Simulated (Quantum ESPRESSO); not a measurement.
## CsSnBr3 under changes of volume

One of the cells (39.815 Å³/atom); the others are scaled copies at fixed shape and fractional positions:

```
CELL_PARAMETERS angstrom
5.83901 0.00000 0.00000
0.00000 5.83901 0.00000
0.00000 0.00000 5.83901
ATOMIC_POSITIONS crystal
Cs 0.00000 0.00000 0.00000
Sn 0.50000 0.50000 0.50000
Br 0.00000 0.50000 0.50000
Br 0.50000 0.50000 0.00000
Br 0.50000 0.00000 0.50000
```

The cell is a database's computed one.

* Program: Quantum ESPRESSO 7.5
* Functional: PBEsol
* Potentials or basis: GBRV 1.5 PBEsol
* Cutoff: 925 eV
* Density cutoff: 7401 eV
* k mesh: 5 × 5 × 5
* Occupations: fermi-dirac, width 0.05 eV
* Spin: no spin polarisation

| volume (Å³/atom) | energy over the lowest point (meV/atom) | pressure (GPa) | gap on the mesh (eV) |
| --- | --- | --- | --- |
| 37.426 | ? | ? | ? |
| 38.222 | 0.00 | -0.1 | 1.77 |
| 39.019 | 1.52 | -0.5 | 1.80 |
| 39.815 | 5.06 | -0.9 | 1.83 |
| 40.611 | 10.40 | -1.3 | 1.87 |
| 41.408 | 17.33 | -1.6 | 1.90 |
| 42.204 | 25.67 | -1.8 | 1.93 |

Task: What does the run at 37.426 Å³/atom give?

Result: Energy over the lowest point 0.75 meV/atom; pressure 0.4 GPa; gap on the mesh 1.73 eV.

Worked out: A Birch-Murnaghan fit of order 3 (a polynomial in V^(-2/3)) to the other rows has its minimum at 38.08 Å³/atom, just outside them, with B0 = V·E''(V) = 22 GPa and B' = 4.7. It gives 0.76 meV/atom at 37.426 Å³/atom, against the run's 0.75, and -dE/dV = 0.4 GPa, against 0.4. A straight line through the other rows of the gap, of slope 1.64 eV per unit of ln V (its deformation potential), extrapolates to 1.73 eV, against the run's 1.73.

Energies are extrapolated to zero smearing.

Caveats: spin-orbit coupling is left out, which moves the levels of the heavy elements; an odd mesh through Γ misses points on the zone boundary, where band edges often lie.
